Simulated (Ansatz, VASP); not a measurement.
# AgI (Iodargyrite) in VASP and in Ansatz

INCAR

```
SYSTEM = AgI
PREC     = Accurate       ! precision mode
ENCUT    = 520            ! plane-wave cutoff, eV
EDIFF    = 1E-7           ! SCF threshold, eV
ISMEAR   = -1             ! smearing method
SIGMA    = 0.05           ! smearing width, eV
LREAL    = .FALSE.        ! projectors in reciprocal space
LASPH    = .TRUE.         ! aspherical terms in the spheres
NELM     = 60             ! most SCF steps
ALGO     = Normal         ! electronic algorithm
ISIF     = 2              ! what is computed and relaxed
LWAVE    = .FALSE.        ! write WAVECAR
LCHARG   = .FALSE.        ! write CHGCAR
GGA      = PE             ! functional
NBANDS   = 26             ! bands
```

The input KPOINTS:

```
Automatic mesh
0
G
  7 7 4
  0 0 0
```

The input POSCAR:

```
AgI
1.0
    4.5900000000      0.0000000000      0.0000000000
   -2.2950000000      3.9750566034      0.0000000000
    0.0000000000      0.0000000000      7.5200000000
I Ag
2 2
Direct
    0.3333333333      0.6666666667      0.5000000000
    0.6666666667      0.3333333333      0.0000000000
    0.3333333333      0.6666666667      0.1300000000
    0.6666666667      0.3333333333      0.6300000000
```

input.yaml

```yaml
crystal:
  lattice:
    - [4.59, 0.0, 0.0]
    - [-2.295, 3.9750566034, 0.0]
    - [0.0, 0.0, 7.52]
  atoms:
    - { symbol: I, position: [0.3333333333, 0.6666666667, 0.5] }
    - { symbol: I, position: [0.6666666667, 0.3333333333, 0.0] }
    - { symbol: Ag, position: [0.3333333333, 0.6666666667, 0.13] }
    - { symbol: Ag, position: [0.6666666667, 0.3333333333, 0.63] }
hamiltonian:
  xc: pbe
  pseudopotentials: { kind: paw }
kpoints:
  mp_grid: { grid: [7, 7, 4] }
scf:
  occupations: { method: fermi_dirac, width: 0.05 }
output:
  forces: true
  stress: true
  eigenvalues: true
```

Alike in both runs: task single point; functional PBE; k mesh 7 × 7 × 4; occupations fermi-dirac, width 0.05 eV; no spin polarisation.

|  | VASP | Ansatz |
| --- | --- | --- |
| version | VASP 6.6.1 | Ansatz 0.2.0 |
| potentials or method | VASP PAW PBE potentials, release 64 (I, Ag) | Ansatz PAW |
| plane-wave cutoff (eV) | 520 | 420 |
| valence electrons in the cell | 36 | 72 |

|  | VASP | Ansatz | Ansatz less VASP |
| --- | --- | --- | --- |
| gap on the k mesh at the Fermi level (eV) | 1.38 | 1.38 | -0.003 |
| least direct gap on the mesh (eV) | 1.38 | 1.38 | -0.003 |
| pressure (GPa) | 1.8 | 1.8 | +0.07 |
| largest component of the traceless stress (GPa) | 0.41 | 0.41 | +0.005 |
| rms of the force components (eV/Å) | 0.047 | 0.047 | +0.0005 |

Atom by atom the forces differ by 0.000 eV/Å (rms over components). With one functional, cell and mesh, what is left measures potentials, basis and numerics. The two sets of potentials don't hold the same shells in valence.

Caveats: spin-orbit coupling is left out, which moves the levels of the heavy elements; odd divisions of the mesh miss points on the zone boundary, where band edges often lie, so the gap on the mesh can be too wide (Ansatz). As with any semilocal functional, this PBE gap is likely too small.
